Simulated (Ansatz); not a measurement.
Stress against strain in PbS

```xyz
4
Lattice="2.9405 -2.9000 0.0000 2.9405 2.9000 0.0000 -1.0800 0.0000 11.7093" Properties=species:S:1:pos:R:3 pbc="T T T"
Pb    3.8740    0.0000    7.4516
Pb    0.9270    0.0000    4.2577
S     0.9319    0.0000    7.0092
S     3.8690    0.0000    4.7001
```

Atoms are numbered in the order listed.

The cell is COD entry 2106944, as deposited and not checked against the literature; nothing was relaxed.

Spin–orbit coupling is left out, though it moves levels of the heavy atoms by tenths of an eV or more.

Theory: DFT, PBE, all-electron LAPW, scalar-relativistic (Ansatz 0.2.0).

Sampling and basis: a Γ-centred 7×7×3 k mesh, Fermi–Dirac smearing of 0.01 eV, basis error target 0.5 meV/atom, no spin polarisation.

The strain is applied along the Cartesian axes of the cell as listed (the other components stay zero). Fractional coordinates are held (clamped ions).

σ is the change of stress from the unstrained cell, which is at 0.27 GPa; tension is positive, so slopes are stress–strain coefficients at that pressure.

Only quantities that a quadratic follows smoothly over the whole series are listed; rougher ones are left out.

```
εxx = εyy  σzz (GPa)  σxx (GPa)
  -0.0300      -0.78      -2.79
  -0.0200      -0.49      -1.75
   0.0000       0.00       0.00
   0.0100       0.21       0.73
   0.0200       0.39       1.38
   0.0300       0.56       1.95
```

Question: Fit the series and read off the stiffness at zero strain.

Answer: Least-squares fits y = p0 + p1 x + p2 x² to the rows give σzz (GPa): p1 = 22.2, p2 = -120; σxx (GPa): p1 = 78.7, p2 = -460. So C13 + C23 = 22 GPa and C11 + C12 = 79 GPa, for these axes.

Question: One run, at εxx = εyy = -0.0100, is withheld. Predict its row.

Answer: The fits give -0.23, -0.84; the run gave -0.23, -0.83.
